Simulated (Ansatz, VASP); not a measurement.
## One calculation of SiO2, two programs

```
Si O
1.0
     4.63892    0.00000    0.00000
     0.00000    4.63892    0.00000
     0.00000    0.00000    2.47672
Si O
2 4
Cartesian
  2.3195 2.3195 1.2384
  0.0000 0.0000 0.0000
  3.2214 3.2214 0.0000
  0.9019 3.7370 1.2384
  1.4175 1.4175 0.0000
  3.7370 0.9019 1.2384
```

Alike in both runs: task single point; functional LDA; k mesh 6 × 6 × 10; occupations gaussian, width 0.05 eV; no spin polarisation.

|  | VASP | Ansatz |
| --- | --- | --- |
| version | VASP 6.6.1 | Ansatz 0.2.0 |
| potentials or method | VASP PAW LDA potentials, release 64 (Si, O) | scalar-relativistic, plane waves, PAW |
| plane-wave cutoff (eV) | 520 | 520 |
| valence electrons in the cell | 32 | 32 |

Ansatz gave:

| Item | Value |
| --- | --- |
| gap on the k mesh at the Fermi level (eV) | 3.56 |
| least direct gap on the mesh (eV) | 3.56 |
| pressure (GPa) | -24.8 |
| largest component of the traceless stress (GPa) | 47.12 |
| rms of the force components (eV/Å) | 1.313 |

Problem. Estimate VASP's values.

Solution. gap on the k mesh at the Fermi level (eV): 3.54; least direct gap on the mesh (eV): 3.54; pressure (GPa): -23.9; largest component of the traceless stress (GPa): 48.01; rms of the force components (eV/Å): 1.270.

Atom by atom the forces differ by 0.043 eV/Å (rms over components). Ansatz warned: «pseudo_functional_mismatch».

Caveats: so large a pressure means that the cell lies far from this level's equilibrium, or that cutoff or potentials fall short (VASP); forces of over 1 eV/Å show positions far from the minimum, so gaps and moduli don't describe the material at rest. A k mesh can miss the band edges.
